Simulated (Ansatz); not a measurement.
Runs of Ansatz 0.2.0 on TiO2. Symmetry: C2/m, No. 12, monoclinic system. The conventional cell has a = 12.307 Å, b = 3.767 Å, c = 6.616 Å, α = 90.00°, β = 106.95°, γ = 90.00°. Around Ti (site symmetry m) lie 4 O at 1.86 to 1.94 Å. Around Ti (site symmetry m) lie 5 O at 1.78 to 2.03 Å. O (site symmetry m) is surrounded by 3 Ti at 1.94 to 2.03 Å. O (site symmetry m) has 3 Ti at 1.96 to 2.16 Å as nearest neighbours. O (site symmetry m) has 2 Ti at 1.78 to 1.87 Å as nearest neighbours. O (site symmetry m) has 2 Ti at 1.86 to 1.93 Å as nearest neighbours. The cell comes from a database or a generator and needn't be the stable form of this composition.

```csv
task,level,cell,cutoff (eV),points for each segment of the path,target pressure (GPa),gap on the mesh (eV),pressure (GPa),largest force (eV/Å)
band structure,RPBE,as given,420,10,-,2.81,3.0,0.20
band structure,r2SCAN,as given,500,10,-,3.14,-5.6,0.26
band structure,revPBE,as given,420,10,-,2.80,1.9,0.19
band structure,BLYP,as given,420,10,-,2.76,3.2,(a)
band structure,PBEsol,as given,420,10,-,(b),-6.7,0.15
relaxation of cell and atoms,PBEsol,relaxed to 5 GPa,420,-,5,2.92,5.0,-
```

Alike in all rows: potentials or basis Ansatz PAW; no spin polarisation; k mesh 6 × 6 × 3; smearing fermi-dirac 0.05 eV.

Question: Estimate the missing entries.

Answer: (a) 0.24; (b) 2.74.

Caveats: the PAW data sets come from PBE, with cores solved anew for the run's functional, which leaves a small shift of forces and pressure; odd divisions of the mesh miss points on the zone boundary, where band edges often lie, so the gap on the mesh can be too wide (some runs); the plane-wave basis is chosen anew once the cell has moved, so the energies of steps on either side of that aren't comparable (some runs).

A k mesh can miss the band edges.
